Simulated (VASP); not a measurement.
# KI (Fm-3m) in VASP: notebook, part 2 of 2

VASP 6.6.1.

## Step 3: Relaxation of cell and atoms, PBE+D3(BJ)

This run uses another cell than the first one, of 43.13 Å³/atom, 0.978 times its volume.

Input file INCAR:

```
  PREC = Accurate
  ENCUT = 600
  EDIFF = 1E-7
  ISMEAR = 0
  SIGMA = 0.03
  LREAL = F
  LASPH = T
  NELM = 80
  ALGO = Normal
  ISIF = 3
  LWAVE = F
  LCHARG = F
  GGA = PE
  IVDW = 12
  IBRION = 2
  NSW = 90
  EDIFFG = -0.005
```

Input file KPOINTS:

```
regular mesh
0
Gamma
  8 8 8
```

Input file POSCAR:

```
KI                                      
1.0
    0.0000000000      3.5068213221      3.5068213221
    3.5068213221     -0.0000000000      3.5068213221
    3.5068213221      3.5068213221     -0.0000000000
  K               I             
     1     1
Direct
     0.0000000000000000    0.0000000000000000    0.0000000000000000
     0.5000000000000000    0.5000000000000000    0.5000000000000000
```

Potentials or basis: VASP PAW PBE potentials, release 64 (K_sv, I).

Run with:

```console
cat potpaw_PBE.64/K_sv/POTCAR potpaw_PBE.64/I/POTCAR > POTCAR
mpirun -np 1 vasp_std > vasp.out
```

Run time: 38 s. Hardware: 1 thread of Intel Xeon Platinum 8259CL at 2.50GHz (Skylake/Cascade Lake), shared host; peak memory 0.26 GiB.

The run converged. Its results:

| Quantity | Value |
| --- | --- |
| Free energy | -6.0120 eV |
| Pressure after relaxing | 0.0 GPa |
| Band gap on the k mesh | 4.02 eV, direct |
| Dispersion energy per atom | -0.232 eV |

Final structure:
```xyz
2
Lattice="0.0000 3.5068 3.5068 3.5068 0.0000 3.5068 3.5068 3.5068 0.0000" Properties=species:S:1:pos:R:3 pbc="T T T"
K     0.0000    0.0000    0.0000
I     3.5068    3.5068    3.5068
```

Levels at points of the mesh, in eV from the valence-band top:
| k point | band 5 | band 6 | band 7 | band 8 | band 9 | band 10 | band 11 | band 12 |
| --- | --- | --- | --- | --- | --- | --- | --- | --- |
| (0.00, 0.00, 0.00) | -10.54 | 0.00 | 0.00 | 0.00 | 4.02 | 6.49 | 6.49 | 6.49 |
| (0.50, 0.00, 0.00) | -10.23 | -1.37 | -0.35 | -0.35 | 5.55 | 7.77 | 8.19 | 8.19 |
| (0.50, 0.50, 0.00) | -10.38 | -1.03 | -0.38 | -0.38 | 4.90 | 5.82 | 8.12 | 8.79 |

Caveat: the relaxation stopped at its first step, so nothing moved; spin-orbit coupling is left out, which moves the levels of the heavy elements.

## Step 4: Relaxation of the atoms, PBE+D3(BJ) (a relaxed cell with its volume scaled by 0.94)

Input file INCAR:

```
  PREC = Accurate
  ENCUT = 600
  EDIFF = 1E-7
  ISMEAR = 0
  SIGMA = 0.03
  LREAL = F
  LASPH = T
  NELM = 80
  ALGO = Fast
  ISIF = 2
  LWAVE = F
  LCHARG = F
  GGA = PE
  IVDW = 12
  IBRION = 2
  NSW = 40
  EDIFFG = -0.01
```

KPOINTS is that of step 3.

Input file POSCAR:

```
KI                                      
1.0
    0.0000000000      3.4352334529      3.4352334529
    3.4352334529      0.0000000000      3.4352334529
    3.4352334529      3.4352334529      0.0000000000
  K               I             
     1     1
Direct
     0.0000000000000000    0.0000000000000000    0.0000000000000000
     0.5000000000000000    0.5000000000000000    0.5000000000000000
```

Run with:

```console
cat potpaw_PBE.64/K_sv/POTCAR potpaw_PBE.64/I/POTCAR > POTCAR
mpirun -np 1 vasp_std > vasp.out
```

Run time: 55 s. Hardware: 1 thread of Intel Xeon Platinum 8259CL at 2.50GHz (Skylake/Cascade Lake), shared host; peak memory 0.26 GiB.

Results (log left out):

| Item | Value |
| --- | --- |
| Free energy | -5.9979 eV |
| Pressure after relaxing | 0.9 GPa |
| Band gap on the k mesh | 4.17 eV, direct |
| Dispersion energy per atom | -0.249 eV |

Final structure:
```cif
data_structure
_symmetry_space_group_name_H-M 'P 1'
_symmetry_Int_Tables_number 1
_cell_length_a 4.8582
_cell_length_b 4.8582
_cell_length_c 4.8582
_cell_angle_alpha 60.000
_cell_angle_beta 60.000
_cell_angle_gamma 60.000
_cell_volume 81.08
loop_
_atom_site_label
_atom_site_type_symbol
_atom_site_fract_x
_atom_site_fract_y
_atom_site_fract_z
_atom_site_occupancy
K1 K 0.00000 0.00000 0.00000 1
I1 I 0.50000 0.50000 0.50000 1
```

Levels at points of the mesh, in eV from the valence-band top:
| k point | band 5 | band 6 | band 7 | band 8 | band 9 | band 10 | band 11 | band 12 |
| --- | --- | --- | --- | --- | --- | --- | --- | --- |
| (0.00, 0.00, 0.00) | -10.64 | 0.00 | 0.00 | 0.00 | 4.17 | 6.45 | 6.45 | 6.45 |
| (0.50, 0.00, 0.00) | -10.23 | -1.52 | -0.41 | -0.41 | 5.60 | 7.94 | 8.31 | 8.32 |
| (0.50, 0.50, 0.00) | -10.46 | -1.13 | -0.42 | -0.42 | 4.78 | 5.96 | 8.18 | 9.19 |

Caveat: the relaxation stopped at its first step, so nothing moved; spin-orbit coupling is left out, which moves the levels of the heavy elements. A k mesh can miss the band edges.

## Step 5: Relaxation of the atoms, PBE+D3(BJ) (a relaxed cell with its volume scaled by 0.96)

INCAR is that of step 4.

KPOINTS is that of step 4.

Input file POSCAR:

```
KI                                      
1.0
    0.0000000000      3.4594260348      3.4594260348
    3.4594260348      0.0000000000      3.4594260348
    3.4594260348      3.4594260348      0.0000000000
  K               I             
     1     1
Direct
     0.0000000000000000    0.0000000000000000    0.0000000000000000
     0.5000000000000000    0.5000000000000000    0.5000000000000000
```

Potentials or basis: VASP PAW PBE potentials, release 64 (K_sv, I).

Run with:

```console
cat potpaw_PBE.64/K_sv/POTCAR potpaw_PBE.64/I/POTCAR > POTCAR
mpirun -np 1 vasp_std > vasp.out
```

OUTCAR:

```text
PREC = Accurate
   ENCUT = 600
   EDIFF = 1E-7
   ISMEAR = 0
   LREAL = F
   LASPH = T
   NELM = 80
   ISIF = 2
   GGA = PE
   IVDW = 12
   IBRION = 2
   NSW = 40
   EDIFFG = -0.01
 IVDW          = 12

 ion  position               nearest neighbor table
   1  0.000  0.000  0.000-   2 3.46   2 3.46   2 3.46   2 3.46   2 3.46   2 3.46
   2  0.500  0.500  0.500-   1 3.46   1 3.46   1 3.46   1 3.46   1 3.46   1 3.46

  LATTYP: Found a face centered cubic cell.
 ALAT       =     6.9188520696

  Lattice vectors:

[... 551 lines left out ...]

 Edisp (eV)   -0.48600

 E8    (eV) :    -0.2349

  FORCE on cell =-STRESS in cart. coord.  units (eV):
  Direction    XX          YY          ZZ          XY          YZ          ZX
  --------------------------------------------------------------------------------------
  -------------------------------------------------------------------------------------
  Total       0.29825     0.29825     0.29825     0.00000     0.00000     0.00000
  in kB       5.77106     5.77106     5.77106     0.00000     0.00000     0.00000
  external pressure =        5.77 kB  Pullay stress =        0.00 kB

 VOLUME and BASIS-vectors are now :
 -----------------------------------------------------------------------------
  energy-cutoff  :      600.00
  volume of cell :       82.80
      direct lattice vectors                 reciprocal lattice vectors
     0.000000000  3.459426035  3.459426035    -0.144532646  0.144532646  0.144532646
     3.459426035  0.000000000  3.459426035     0.144532646 -0.144532646  0.144532646
     3.459426035  3.459426035  0.000000000     0.144532646  0.144532646 -0.144532646

 POSITION                                       TOTAL-FORCE (eV/Angst)
 -----------------------------------------------------------------------------------
      0.00000      0.00000      0.00000         0.000000      0.000000      0.000000
      3.45943      3.45943      3.45943         0.000000      0.000000      0.000000
 -----------------------------------------------------------------------------------
    total drift:                                0.000000     -0.000000     -0.000000

  FREE ENERGIE OF THE ION-ELECTRON SYSTEM (eV)
  ---------------------------------------------------
  free  energy   TOTEN  =        -6.0060403471 eV

  energy  without entropy=       -6.0060403471  energy(sigma->0) =       -6.00604035

 reached required accuracy - stopping structural energy minimisation
```

It took 50 s on 1 thread of Intel Xeon Platinum 8259CL at 2.50GHz (Skylake/Cascade Lake), shared host; peak memory 0.26 GiB.

Results:

* Free energy: -6.0060 eV
* Pressure after relaxing: 0.6 GPa
* Band gap on the k mesh: 4.12 eV, direct
* Dispersion energy per atom: -0.243 eV

Final structure:
```yaml
crystal:
  lattice:
    - [0.00000, 3.45943, 3.45943]
    - [3.45943, 0.00000, 3.45943]
    - [3.45943, 3.45943, 0.00000]
  atoms:
    - { symbol: K, position: [0.00000, 0.00000, 0.00000] }
    - { symbol: I, position: [0.50000, 0.50000, 0.50000] }
```

Levels at points of the mesh, in eV from the valence-band top:
```tsv
k point	band 5	band 6	band 7	band 8	band 9	band 10	band 11	band 12
(0.00, 0.00, 0.00)	-10.60	0.00	0.00	0.00	4.12	6.46	6.46	6.46
(0.50, 0.00, 0.00)	-10.23	-1.47	-0.39	-0.39	5.59	7.89	8.27	8.27
(0.50, 0.50, 0.00)	-10.43	-1.10	-0.40	-0.40	4.82	5.91	8.16	9.11
```

Caveat: the relaxation stopped at its first step, so nothing moved; spin-orbit coupling is left out, which moves the levels of the heavy elements. A k mesh can miss the band edges.

## Step 6: The runs side by side

| task | cell | gap on the mesh (eV) | pressure (GPa) |
| --- | --- | --- | --- |
| relaxation of cell and atoms | relaxed | 4.02 | 0.0 |
| relaxation of the atoms | atoms relaxed from: a relaxed cell with its volume scaled by 0.94 | 4.17 | 0.9 |
| relaxation of the atoms | atoms relaxed from: a relaxed cell with its volume scaled by 0.96 | 4.12 | 0.6 |

Alike in all rows: level PBE+D3(BJ); potentials or basis VASP PAW PBE potentials, release 64 (K_sv, I); no spin polarisation; k mesh 8 × 8 × 8; cutoff (eV) 600; smearing gaussian 0.03 eV.

Caveats: the relaxation stopped at its first step, so nothing moved; spin-orbit coupling is left out, which moves the levels of the heavy elements.

Total energies depend on the potentials used, so only differences within one code and one set of settings carry meaning.
